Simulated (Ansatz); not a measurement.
## How the vibrations of InAs change with volume

Theory: Ansatz, DFT PBEsol, scalar-relativistic, plane waves, PAW. Settings: 420 eV plane-wave cutoff, Γ-centred 12×12×12 mesh, Fermi-Dirac smearing of 0.15 eV. No spin polarisation. Phonons by linear response, acoustic sum rule imposed.

Relaxed structure:
```
In As
1.0
     0.00000    3.04373    3.04373
     3.04373    0.00000    3.04373
     3.04373    3.04373    0.00000
In As
1 1
Direct
  0.00000 0.00000 0.00000
  0.75000 0.75000 0.75000
```

Without a gap, frequencies depend on the k mesh and the smearing, soft modes most.

Cells at 0.98 and 1.02 times the equilibrium volume were relaxed in shape and atoms; γ = −d ln ν / d ln V, modes matched by rank.

Problem. Give the optical frequencies at Γ (cm⁻¹) at the three volumes and the mode Grüneisen parameters.

Solution.
| 0.98 V | V | 1.02 V | γ | degeneracy |
| --- | --- | --- | --- | --- |
| 215 | 209 | 203 | 1.35 | 3 |

Problem. What pressures hold the two strained cells, and what bulk modulus follows?

Solution. 1.18 GPa at 0.98 V and -1.04 GPa at 1.02 V, so B = −dP/d ln V ≈ 56 GPa.

The bands only touch here, so at this level the crystal is a zero-gap semiconductor or semimetal, not an ordinary metal; spin–orbit coupling, left out, can open or move such a gap.